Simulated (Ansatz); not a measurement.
# ZnO: the change of direct gap with volume per atom

Results calculated with Ansatz 0.2.0, not measured. Plane-wave density functional theory, PAW datasets, Gaussian smearing 0.05 eV: Kohn-Sham gaps of one periodic cell over its k-point mesh and, where one was run, its band path; band edges are those on the mesh.

Cell of the first row (space group P6_3mc, No. 186):
```
CELL_PARAMETERS angstrom
3.18640 0.00000 0.00000
-1.59320 2.75950 0.00000
0.00000 0.00000 5.14390
ATOMIC_POSITIONS crystal
Zn 0.33330 0.66670 0.00160
Zn 0.66670 0.33330 0.50160
O 0.33330 0.66670 0.38050
O 0.66670 0.33330 0.88050
```

Settings of every row: paw set soft_2; functional PBEsol; spin treatment none; moment partition spheres; spin axis none; wave cutoff 420 eV; k mesh 12x12x6; SCF start atoms; lower state search light; symmetry use detected.

Atom first moment, atom hubbard u: 0 on all atoms.

Limits: semilocal functionals tend to give too small a gap.

```
row  volume per atom (Å³)  direct gap (eV)  band gap (eV)
  1                11.307             0.76           0.76
  2                11.543            0.732          0.732
  3                11.778            0.704          0.704
  4                12.014                ?              ?
  5                12.249             0.65           0.65
```

Question: what direct gap should row 4 give?

Worked fit of direct gap. Take t = volume per atom − 12, in Å³. The shown rows have t = -0.693, -0.457, -0.222, 0.249. Their means are -0.28075 and 0.7115 eV; the sums about the means are S_tt = 0.4851 and S_ty = -0.05663, whose ratio is the slope. Least squares give direct gap = 0.6787 − 0.1167 × t eV. The rows lie off it by 0.000, 0.000, -0.001, 0.000. The withheld row has t = 0.014, so the fit gives 0.6787 − 0.1167 × (0.014) = 0.677 eV.

The calculation gave 0.676 eV. The fit lies 0.001 eV (0.91 % of the column's range) above it, one unit of the last digit.

The other values of row 4: band gap 0.676 eV.
